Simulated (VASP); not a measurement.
# GaN in VASP: one cell, several levels of theory

What does VASP give for rocksalt GaN, under -3.5 % biaxial strain in x and y, z held, the cell held fixed? Runs: PBE, r2SCAN. This is a trial cell built on a prototype, not taken from a measured structure, and it needn't be the compound's ground state.

The runs shown are made with VASP 6.6.1. PAW datasets, plane waves. The cell comes from a prototype generator: it can be a known phase or a hypothetical one. Spin polarisation is off.

### 1 The structure to begin with

The cell comes from an earlier relaxation with r2SCAN in another program, then strained, with the atoms relaxed again.

The symmetry is I4/mmm (No. 139, tetragonal); conventional cell a = 2.879 Å, c = 4.217 Å, 8.74 Å³ an atom. Ga has 6 N at 2.04–2.11 Å; N has 6 Ga at 2.04–2.11 Å.

The structure in full:

```xyz
2
Lattice="0.0000 2.0358 2.1085 2.0358 0.0000 2.1085 2.0358 2.0358 0.0000" Properties=species:S:1:pos:R:3 pbc="T T T"
Ga    0.0000    0.0000    0.0000
N     2.0358    2.0358    2.1085
```

### 2 PBE at this geometry

Contents of INCAR:

```
ENCUT = 520.000000
SIGMA = 0.020000
EDIFF = 1.00e-07
GGA = PE
PREC = Accurate
IBRION = -1
ISIF = 2
ISMEAR = -1
NBANDS = 16
NELM = 120
NSW = 0
LASPH = .TRUE.
LCHARG = .TRUE.
LELF = .TRUE.
LWAVE = .FALSE.
LREAL = .FALSE.
```

Contents of KPOINTS:

```
KPOINTS created by Atomic Simulation Environment
0
Gamma
10 10 10
0 0 0
```

Contents of KPOINTS_OPT:

```
special points
7
Reciprocal
0.0000000000 0.0000000000 0.0000000000 1
0.5000000000 0.0000000000 0.5000000000 1
0.6250000000 0.2500000000 0.6250000000 1
0.3750000000 0.3750000000 0.7500000000 1
0.5000000000 0.5000000000 0.5000000000 1
0.5000000000 0.2500000000 0.7500000000 1
0.1875000000 0.1875000000 0.3750000000 1
```

Contents of POSCAR:

```
Ga N
 1.0000000000000000
     0.0000000000000000    2.0357714583000002    2.1085152339000000
     2.0357714583000002    0.0000000000000000    2.1085152339000000
     2.0357714583000002    2.0357714583000002    0.0000000000000000
 Ga  N
   1   1
Cartesian
  0.0000000000000000  0.0000000000000000  0.0000000000000000
  2.0357714583000002  2.0357714583000002  2.1085152339000000
```

Potentials: the recommended PBE PAW datasets, 18 valence electrons in the neutral cell.

Launch:

```sh
$ mpirun -np 1 vasp_std
```

### 3 r2SCAN

Contents of INCAR:

```
ENCUT = 520.000000
SIGMA = 0.010000
EDIFF = 1.00e-07
ALGO = Normal
METAGGA = R2SCAN
PREC = Accurate
IBRION = -1
ISIF = 2
ISMEAR = 0
NBANDS = 16
NELM = 120
NSW = 0
LASPH = .TRUE.
LCHARG = .FALSE.
LWAVE = .FALSE.
LREAL = .FALSE.
```

KPOINTS is that of step 2.

KPOINTS_OPT is that of step 2.

POSCAR is that of step 2.

**Question.** What will these runs give? Wanted: for each run, gap; pressure.

As calculated:

```
 level  gap (eV)  pressure (GPa)
   PBE      0.90           30.06
r2SCAN      1.44           22.29
```

What this shows: The gap spans 0.90 eV (PBE) to 1.44 eV (r2SCAN). At this one volume the pressure spans 22.3 GPa (r2SCAN) to 30.1 GPa (PBE): PBE wants the largest cell and r2SCAN the smallest.
